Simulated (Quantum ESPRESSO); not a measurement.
# 2H-MoTe2, 2 layers, AA' stacking, stepped through biaxial strain, part 7 of 8

What law, if any, do the results for 2H-MoTe2, 2 layers, AA' stacking follow against biaxial strain?

Quantum ESPRESSO 7.5; plane-wave DFT, PBE, GBRV ultrasoft pseudopotentials.

So far. Step 7 (Relaxing the ions, -3 %): The relaxation lowers the energy by 9 meV an atom. Step 9 (Relaxation with pw.x, 3 %): The relaxation lowers the energy by 7 meV an atom.

**11. Relaxing the ions, 4 %**

Level of this step: plane-wave DFT, PBE-D3(BJ), GBRV ultrasoft pseudopotentials (Quantum ESPRESSO 7.5).

m8.relax.in reads:

```
&control
  prefix = 'm8.relax'
  outdir = './out'
  pseudo_dir = './pseudo'
  nstep = 40
  forc_conv_thr = 0.0003
  calculation = 'relax'
  tstress = .true.
/
&system
  ibrav = 0
  nat = 6
  ntyp = 2
  ecutwfc = 50
  ecutrho = 250
  vdw_corr = 'grimme-d3'
  dftd3_version = 4
  occupations = 'smearing'
  smearing = 'fd'
  degauss = 0.002
/
&electrons
  conv_thr = 1e-09
  mixing_beta = 0.4
  electron_maxstep = 120
  mixing_mode = 'plain'
/
&ions
/
ATOMIC_SPECIES
  Te  127.6000  te_pbe_v1.uspp.F.UPF
  Mo  95.9500  mo_pbe_v1.uspp.F.UPF
CELL_PARAMETERS angstrom
  3.65804288616000 0.00000000000000 0.00000000000000
  -1.82902144256000 3.16795806704000 0.00000000000000
  0.00000000000000 0.00000000000000 25.74820526100000
ATOMIC_POSITIONS crystal
  Te  0.333333333300 0.666666666700 0.295521086700
  Mo  0.000000000000 0.000000000000 0.366161416800
  Te  0.333333333300 0.666666666700 0.436901447900
  Te  0.000000000000 0.000000000000 0.563098552100
  Mo  0.333333333300 0.666666666700 0.633838583200
  Te  0.000000000000 0.000000000000 0.704478913300
K_POINTS automatic
  12 12 1 0 0 0
```

Command:

```
OMP_NUM_THREADS=1 mpirun -n 4 pw.x -nk 4 -in m8.relax.in > m8.relax.out
```

The log of the run:

```text
[banner, memory and clock lines left out]
Program PWSCF v.7.5 starts
[...]
Message from routine setup:
[...]
number of electrons       =        52.00
     number of Kohn-Sham states=           31
     kinetic-energy cutoff     =      50.0000  Ry
     charge density cutoff     =     250.0000  Ry
[...]
number of k points=    19  Fermi-Dirac smearing, width (Ry)=  0.0020
[...]
Dense  grid:   134423 G-vectors     FFT dimensions: (  36,  36, 250)
[...]
negative rho (up, down):  2.677E-03 0.000E+00
     Starting wfcs are   42 randomized atomic wfcs
[...]
negative rho (up, down):  2.732E-03 0.000E+00
[...]
estimated scf accuracy    <       0.90792015 Ry
[...]
negative rho (up, down):  2.553E-03 0.000E+00
[...]
estimated scf accuracy    <       3.72687505 Ry
[...]
negative rho (up, down):  2.567E-03 0.000E+00
[...]
estimated scf accuracy    <       0.07097799 Ry
[...]
negative rho (up, down):  2.614E-03 0.000E+00
[...]
estimated scf accuracy    <       0.02171503 Ry
[...]
negative rho (up, down):  2.653E-03 0.000E+00
[...]
estimated scf accuracy    <       0.12855219 Ry
[...]
negative rho (up, down):  2.660E-03 0.000E+00
[...]
estimated scf accuracy    <       0.03379446 Ry
[...]
negative rho (up, down):  2.661E-03 0.000E+00
[...]
estimated scf accuracy    <       0.00199278 Ry
[...]
negative rho (up, down):  2.670E-03 0.000E+00
[...]
estimated scf accuracy    <       0.00067125 Ry
[...]
negative rho (up, down):  2.675E-03 0.000E+00
[...]
estimated scf accuracy    <       0.00004836 Ry
[...]
negative rho (up, down):  2.675E-03 0.000E+00
[...]
estimated scf accuracy    <       0.00005361 Ry
[...]
negative rho (up, down):  2.674E-03 0.000E+00
[...]
estimated scf accuracy    <       0.00000716 Ry
[...]
negative rho (up, down):  2.674E-03 0.000E+00
[...]
estimated scf accuracy    <       0.00000250 Ry
[...]
negative rho (up, down):  2.674E-03 0.000E+00
[...]
estimated scf accuracy    <       0.00000023 Ry
[...]
negative rho (up, down):  2.674E-03 0.000E+00
[...]
estimated scf accuracy    <       0.00000004 Ry
[...]
negative rho (up, down):  2.674E-03 0.000E+00
[...]
estimated scf accuracy    <          2.5E-09 Ry
[...]
negative rho (up, down):  2.674E-03 0.000E+00
[...]
estimated scf accuracy    <          1.2E-09 Ry
[...]
negative rho (up, down):  2.674E-03 0.000E+00
[...]
estimated scf accuracy    <          1.1E-09 Ry
[...]
negative rho (up, down):  2.674E-03 0.000E+00
[...]
the Fermi energy is     3.1466 ev
!    total energy              =    -384.95129487 Ry
     estimated scf accuracy    <          6.0E-12 Ry
     smearing contrib. (-TS)   =      -0.00000002 Ry
     internal energy E=F+TS    =    -384.95129484 Ry
[...]
one-electron contribution =   -1847.56229150 Ry
     hartree contribution      =     930.70261348 Ry
     xc contribution           =     -96.33864086 Ry
     ewald contribution        =     628.43048506 Ry
[...]
convergence has been achieved in  18 iterations
     negative rho (up, down):  2.674E-03 0.000E+00
[...]
Total force =     0.049594     Total SCF correction =     0.000005
[...]
negative rho (up, down):  2.674E-03 0.000E+00
[...]
negative rho (up, down):  2.682E-03 0.000E+00
[...]
negative rho (up, down):  2.681E-03 0.000E+00
[...]
estimated scf accuracy    <       0.00010800 Ry
[...]
negative rho (up, down):  2.680E-03 0.000E+00
[...]
estimated scf accuracy    <       0.00020666 Ry
[...]
negative rho (up, down):  2.680E-03 0.000E+00
[...]
estimated scf accuracy    <       0.00002425 Ry
[...]
negative rho (up, down):  2.680E-03 0.000E+00
[...]
estimated scf accuracy    <       0.00000291 Ry
[...]
negative rho (up, down):  2.680E-03 0.000E+00
[...]
estimated scf accuracy    <       0.00000997 Ry
[...]
negative rho (up, down):  2.680E-03 0.000E+00
[...]
estimated scf accuracy    <       0.00000130 Ry
[...]
negative rho (up, down):  2.680E-03 0.000E+00
[...]
estimated scf accuracy    <       0.00000058 Ry
[...]
negative rho (up, down):  2.680E-03 0.000E+00
[...]
estimated scf accuracy    <       0.00000013 Ry
[...]
negative rho (up, down):  2.680E-03 0.000E+00
[...]
estimated scf accuracy    <          8.0E-09 Ry
[...]
negative rho (up, down):  2.680E-03 0.000E+00
[...]
estimated scf accuracy    <          1.2E-09 Ry
[...]
negative rho (up, down):  2.680E-03 0.000E+00
[...]
the Fermi energy is     3.1347 ev
!    total energy              =    -384.95344782 Ry
     estimated scf accuracy    <          1.9E-10 Ry
     smearing contrib. (-TS)   =      -0.00000004 Ry
     internal energy E=F+TS    =    -384.95344778 Ry
[...]
one-electron contribution =   -1851.76922941 Ry
     hartree contribution      =     932.79428362 Ry
     xc contribution           =     -96.36909577 Ry
     ewald contribution        =     630.57432780 Ry
[...]
convergence has been achieved in  11 iterations
     negative rho (up, down):  2.680E-03 0.000E+00
[...]
Total force =     0.037156     Total SCF correction =     0.000058
[...]
negative rho (up, down):  2.680E-03 0.000E+00
[...]
negative rho (up, down):  2.690E-03 0.000E+00
[...]
negative rho (up, down):  2.689E-03 0.000E+00
[...]
estimated scf accuracy    <       0.00012897 Ry
[...]
negative rho (up, down):  2.688E-03 0.000E+00
[...]
estimated scf accuracy    <       0.00022385 Ry
[...]
negative rho (up, down):  2.688E-03 0.000E+00
[...]
estimated scf accuracy    <       0.00002957 Ry
[...]
negative rho (up, down):  2.688E-03 0.000E+00
[...]
estimated scf accuracy    <       0.00000391 Ry
[...]
negative rho (up, down):  2.688E-03 0.000E+00
[...]
estimated scf accuracy    <       0.00001391 Ry
[...]
negative rho (up, down):  2.688E-03 0.000E+00
[...]
estimated scf accuracy    <       0.00000133 Ry
[...]
negative rho (up, down):  2.688E-03 0.000E+00
[...]
estimated scf accuracy    <       0.00000080 Ry
[...]
negative rho (up, down):  2.688E-03 0.000E+00
[...]
estimated scf accuracy    <       0.00000020 Ry
[...]
negative rho (up, down):  2.688E-03 0.000E+00
[...]
estimated scf accuracy    <       0.00000002 Ry
[...]
negative rho (up, down):  2.688E-03 0.000E+00
[...]
estimated scf accuracy    <          1.1E-09 Ry
[...]
negative rho (up, down):  2.688E-03 0.000E+00
[...]
estimated scf accuracy    <          4.2E-10 Ry
[...]
negative rho (up, down):  2.705E-03 0.000E+00
[...]
estimated scf accuracy    <          1.5E-09 Ry
[...]
negative rho (up, down):  2.705E-03 0.000E+00
[...]
estimated scf accuracy    <          3.8E-10 Ry
[...]
negative rho (up, down):  2.705E-03 0.000E+00
[...]
the Fermi energy is     3.1002 ev
!    total energy              =    -384.95607482 Ry
     estimated scf accuracy    <          5.7E-12 Ry
     smearing contrib. (-TS)   =      -0.00000031 Ry
     internal energy E=F+TS    =    -384.95607451 Ry
[...]
one-electron contribution =   -1864.61553301 Ry
     hartree contribution      =     939.18238767 Ry
     xc contribution           =     -96.45760023 Ry
     ewald contribution        =     637.11920390 Ry
[...]
convergence has been achieved in  10 iterations
     negative rho (up, down):  2.705E-03 0.000E+00
[...]
Total force =     0.001867     Total SCF correction =     0.000004
[...]
negative rho (up, down):  2.705E-03 0.000E+00
[...]
negative rho (up, down):  2.709E-03 0.000E+00
[...]
negative rho (up, down):  2.709E-03 0.000E+00
[...]
estimated scf accuracy    <       0.00000089 Ry
[...]
negative rho (up, down):  2.709E-03 0.000E+00
[...]
estimated scf accuracy    <       0.00000283 Ry
[...]
negative rho (up, down):  2.709E-03 0.000E+00
[...]
estimated scf accuracy    <       0.00000031 Ry
[...]
negative rho (up, down):  2.709E-03 0.000E+00
[...]
estimated scf accuracy    <       0.00000022 Ry
[...]
negative rho (up, down):  2.709E-03 0.000E+00
[...]
estimated scf accuracy    <       0.00000002 Ry
[...]
negative rho (up, down):  2.709E-03 0.000E+00
[...]
estimated scf accuracy    <       0.00000001 Ry
[...]
negative rho (up, down):  2.709E-03 0.000E+00
[...]
estimated scf accuracy    <          2.7E-10 Ry
[...]
negative rho (up, down):  2.709E-03 0.000E+00
[...]
estimated scf accuracy    <          7.6E-10 Ry
[...]
negative rho (up, down):  2.709E-03 0.000E+00
[...]
estimated scf accuracy    <          1.7E-10 Ry
[...]
negative rho (up, down):  2.709E-03 0.000E+00
[...]
estimated scf accuracy    <          3.5E-11 Ry
[...]
negative rho (up, down):  2.709E-03 0.000E+00
[...]
the Fermi energy is     3.1004 ev
!    total energy              =    -384.95608134 Ry
     estimated scf accuracy    <          5.3E-12 Ry
     smearing contrib. (-TS)   =      -0.00000033 Ry
     internal energy E=F+TS    =    -384.95608101 Ry
[...]
one-electron contribution =   -1865.51475651 Ry
     hartree contribution      =     939.63145904 Ry
     xc contribution           =     -96.45943219 Ry
     ewald contribution        =     637.57121999 Ry
[...]
convergence has been achieved in  11 iterations
     negative rho (up, down):  2.709E-03 0.000E+00
[...]
Total force =     0.002045     Total SCF correction =     0.000006
[...]
negative rho (up, down):  2.709E-03 0.000E+00
[...]
negative rho (up, down):  2.714E-03 0.000E+00
[...]
negative rho (up, down):  2.714E-03 0.000E+00
[...]
estimated scf accuracy    <       0.00000110 Ry
[...]
negative rho (up, down):  2.714E-03 0.000E+00
[...]
estimated scf accuracy    <       0.00000372 Ry
[...]
negative rho (up, down):  2.714E-03 0.000E+00
[...]
estimated scf accuracy    <       0.00000040 Ry
[...]
negative rho (up, down):  2.714E-03 0.000E+00
[...]
estimated scf accuracy    <       0.00000028 Ry
[...]
negative rho (up, down):  2.714E-03 0.000E+00
[...]
estimated scf accuracy    <       0.00000002 Ry
[...]
negative rho (up, down):  2.714E-03 0.000E+00
[...]
estimated scf accuracy    <       0.00000002 Ry
[...]
negative rho (up, down):  2.714E-03 0.000E+00
[...]
estimated scf accuracy    <          4.9E-10 Ry
[...]
negative rho (up, down):  2.714E-03 0.000E+00
[...]
estimated scf accuracy    <          6.9E-10 Ry
[...]
negative rho (up, down):  2.714E-03 0.000E+00
[...]
estimated scf accuracy    <          3.0E-10 Ry
[...]
negative rho (up, down):  2.714E-03 0.000E+00
[...]
estimated scf accuracy    <          2.5E-11 Ry
[...]
negative rho (up, down):  2.714E-03 0.000E+00
[...]
negative rho (up, down):  2.759E-03 0.000E+00
[...]
negative rho (up, down):  2.758E-03 0.000E+00
[...]
estimated scf accuracy    <       0.00004495 Ry
[...]
negative rho (up, down):  2.757E-03 0.000E+00
[...]
estimated scf accuracy    <       0.00028971 Ry
[...]
negative rho (up, down):  2.756E-03 0.000E+00
[...]
estimated scf accuracy    <       0.00000499 Ry
[...]
negative rho (up, down):  2.756E-03 0.000E+00
[...]
estimated scf accuracy    <       0.00000254 Ry
[...]
negative rho (up, down):  2.756E-03 0.000E+00
[...]
estimated scf accuracy    <       0.00000091 Ry
[...]
negative rho (up, down):  2.756E-03 0.000E+00
[...]
estimated scf accuracy    <       0.00000012 Ry
[...]
negative rho (up, down):  2.756E-03 0.000E+00
[...]
estimated scf accuracy    <       0.00000002 Ry
[...]
negative rho (up, down):  2.756E-03 0.000E+00
[...]
estimated scf accuracy    <          2.3E-09 Ry
[...]
negative rho (up, down):  2.756E-03 0.000E+00
[...]
estimated scf accuracy    <          1.4E-09 Ry
[...]
negative rho (up, down):  2.756E-03 0.000E+00
[...]
estimated scf accuracy    <          2.8E-10 Ry
[...]
negative rho (up, down):  2.756E-03 0.000E+00
[...]
estimated scf accuracy    <          7.8E-11 Ry
[...]
negative rho (up, down):  2.756E-03 0.000E+00
[...]
estimated scf accuracy    <          1.8E-11 Ry
[...]
negative rho (up, down):  2.756E-03 0.000E+00
[...]
the Fermi energy is     3.1141 ev
!    total energy              =    -384.95620922 Ry
     estimated scf accuracy    <          8.1E-12 Ry
     smearing contrib. (-TS)   =      -0.00000065 Ry
     internal energy E=F+TS    =    -384.95620857 Ry
[...]
one-electron contribution =   -1881.06298439 Ry
     hartree contribution      =     947.40368101 Ry
     xc contribution           =     -96.46938643 Ry
     ewald contribution        =     645.35765247 Ry
[...]
convergence has been achieved in  13 iterations
     negative rho (up, down):  2.756E-03 0.000E+00
[...]
Total force =     0.003873     Total SCF correction =     0.000007
[...]
negative rho (up, down):  2.756E-03 0.000E+00
[...]
negative rho (up, down):  2.754E-03 0.000E+00
[...]
negative rho (up, down):  2.751E-03 0.000E+00
[...]
estimated scf accuracy    <       0.00007867 Ry
[...]
negative rho (up, down):  2.749E-03 0.000E+00
[...]
estimated scf accuracy    <       0.00026151 Ry
[...]
negative rho (up, down):  2.748E-03 0.000E+00
[...]
estimated scf accuracy    <       0.00002651 Ry
[...]
negative rho (up, down):  2.748E-03 0.000E+00
[...]
estimated scf accuracy    <       0.00000301 Ry
[...]
negative rho (up, down):  2.748E-03 0.000E+00
[...]
estimated scf accuracy    <       0.00000107 Ry
[...]
negative rho (up, down):  2.749E-03 0.000E+00
[...]
estimated scf accuracy    <       0.00000035 Ry
[...]
negative rho (up, down):  2.749E-03 0.000E+00
[...]
estimated scf accuracy    <       0.00000016 Ry
[...]
negative rho (up, down):  2.749E-03 0.000E+00
[...]
estimated scf accuracy    <       0.00000004 Ry
[...]
negative rho (up, down):  2.749E-03 0.000E+00
[...]
estimated scf accuracy    <          1.1E-09 Ry
[...]
negative rho (up, down):  2.749E-03 0.000E+00
[...]
estimated scf accuracy    <          3.1E-09 Ry
[...]
negative rho (up, down):  2.749E-03 0.000E+00
[...]
estimated scf accuracy    <          6.8E-11 Ry
[...]
negative rho (up, down):  2.749E-03 0.000E+00
[...]
estimated scf accuracy    <          1.5E-10 Ry
[...]
negative rho (up, down):  2.749E-03 0.000E+00
[...]
```

The job ended after 16 min (4 MPI ranks of Arm Neoverse V2, shared host; peak memory 1 GiB; 64 min of CPU time).

Step by step:

```
step  energy less that of the first step (eV)  largest force (eV/Å)
   1                                   0.0000                0.6493
   2                                  -0.0293                0.4893
   3                                  -0.0515                0.3095
   4                                  -0.0649                0.0322
   5                                  -0.0650                0.0209
   6                                  -0.0651                0.0310
   7                                  -0.0652                0.0383
   8                                  -0.0654                0.0457
   9                                  -0.0657                0.0532
  10                                  -0.0662                0.0606
  11                                  -0.0669                0.0670
  12                                  -0.0677                0.0691
  13                                  -0.0685                0.0581
  14                                  -0.0688                0.0371
  15                                  -0.0689                0.0209
  16                                  -0.0689                0.0134
  17                                  -0.0689                0.0041
```

The atoms that moved most (Å):

```
atom     dx     dy      dz  length
 Te1  0.000  0.000   0.115   0.115
 Te6  0.000  0.000  -0.115   0.115
 Mo5  0.000  0.000  -0.063   0.063
 Mo2  0.000  0.000   0.063   0.063
 Te3  0.000  0.000   0.011   0.011
 Te4  0.000  0.000  -0.011   0.011
```

The relaxed structure:

```cif
data_structure
_symmetry_space_group_name_H-M 'P 1'
_symmetry_Int_Tables_number 1
_cell_length_a 3.6580
_cell_length_b 3.6580
_cell_length_c 25.7482
_cell_angle_alpha 90.000
_cell_angle_beta 90.000
_cell_angle_gamma 120.000
_cell_volume 298.38
loop_
_atom_site_label
_atom_site_type_symbol
_atom_site_fract_x
_atom_site_fract_y
_atom_site_fract_z
_atom_site_occupancy
Te1 Te 0.33333 0.66667 0.29999 1
Mo2 Mo 0.00000 0.00000 0.36862 1
Te3 Te 0.33333 0.66667 0.43733 1
Te4 Te 0.00000 0.00000 0.56267 1
Mo5 Mo 0.33333 0.66667 0.63138 1
Te6 Te 0.00000 0.00000 0.70001 1
```

The relaxation lowers the energy by 11 meV an atom.

Read from the output:

```
free energy  : -5237.5981 eV
Fermi energy : 3.147 eV
```

(Continued in part 8 of 8.)

[Logs are printed without paths, hosts, clocks, repeated set-up lines and the standing remarks that a program may print on its own settings, such as how far it seeks lower states.]

[Hosts, paths, dates, database ids (printed as entryN), source tags and the programs' standing remarks are cut or masked in the printed files.]

[Maps of the electrostatic potential energy from Ansatz leave out the sawtooth potential of an applied field or a dipole correction, so their vacuum need not be flat; planar profiles and work functions include it.]
